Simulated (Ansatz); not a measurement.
Runs of Ansatz 0.2.0 on AlNi. The structure is cubic, space group Pm-3m (No. 221). Conventional cell: a = 2.881 Å, b = 2.881 Å, c = 2.881 Å, α = 90.00°, β = 90.00°, γ = 90.00°. Around Ni (site symmetry m-3m) lie 8 Al at 2.50 Å. Al (site symmetry m-3m) has 8 Ni at 2.50 Å as nearest neighbours. 

| task | level | U | cell | cutoff (eV) | smearing | points for each segment of the path | hubbard projectors | double counting | gap on the mesh (eV) | pressure (GPa) | moment (μB) | relaxed volume (Å³/atom) |
| --- | --- | --- | --- | --- | --- | --- | --- | --- | --- | --- | --- | --- |
| single point | LDA | - | as given | 420 | gaussian 0.1 eV | - | - | - | none | (b) | 0.00 | - |
| band structure | PBEsol | - | as given | 420 | fermi-dirac 0.05 eV | 14 | - | - | none | -3.4 | 0.00 | - |
| relaxation of cell and atoms | BLYP+D3(BJ) | - | relaxed | 420 | fermi-dirac 0.05 eV | - | - | - | - | 0.0 | 0.00 | 11.40 |
| relaxation of cell and atoms | LDA | - | relaxed | 420 | fermi-dirac 0.05 eV | - | - | - | none | 0.0 | 0.00 | 11.36 |
| band structure | PBEsol+U | Ni d U = 7 eV | as given | 420 | methfessel-paxton 0.2 eV | 14 | ortho-atomic (the default) | fll (the default) | none | (a) | 0.00 | - |
| relaxation of cell and atoms | RPBE+D3(BJ) | - | relaxed | 420 | fermi-dirac 0.05 eV | - | - | - | none | 0.0 | 0.00 | 10.39 |
| band structure | r2SCAN+U | Ni d U = 7 eV | as given | 500 | gaussian 0.01 eV | 14 | ortho-atomic (the default) | fll (the default) | none | -4.7 | 0.00 | - |
| relaxation of cell and atoms | RPBE+D4 | - | relaxed | 420 | fermi-dirac 0.05 eV | - | - | - | - | 0.0 | 0.00 | 11.59 |

Alike in all rows: potentials or basis Ansatz PAW; spin collinear, ferromagnetic start; k mesh 9 × 9 × 9.

Q: Fill in the values left out.

A: (a) -4.6; (b) -8.6.

Caveats: the PAW data sets come from PBE, with cores solved anew for the run's functional, which leaves a small shift of forces and pressure; the starting moments weren't kept; the plane-wave basis is chosen anew once the cell has moved, so the energies of steps on either side of that aren't comparable (some runs); the magnetic or orbital state may not be the lowest (some runs); the U is typed as a test and isn't derived for this compound (some runs); the volume moved by -13 % from the deposited cell, more than functionals usually miss (some runs); pairwise dispersion overbinds metals, which lowers pressure and volume (some runs).

A gap of «none» marks a metal or a gap under the smearing width.

Runs at the PBE level aren't shown here.
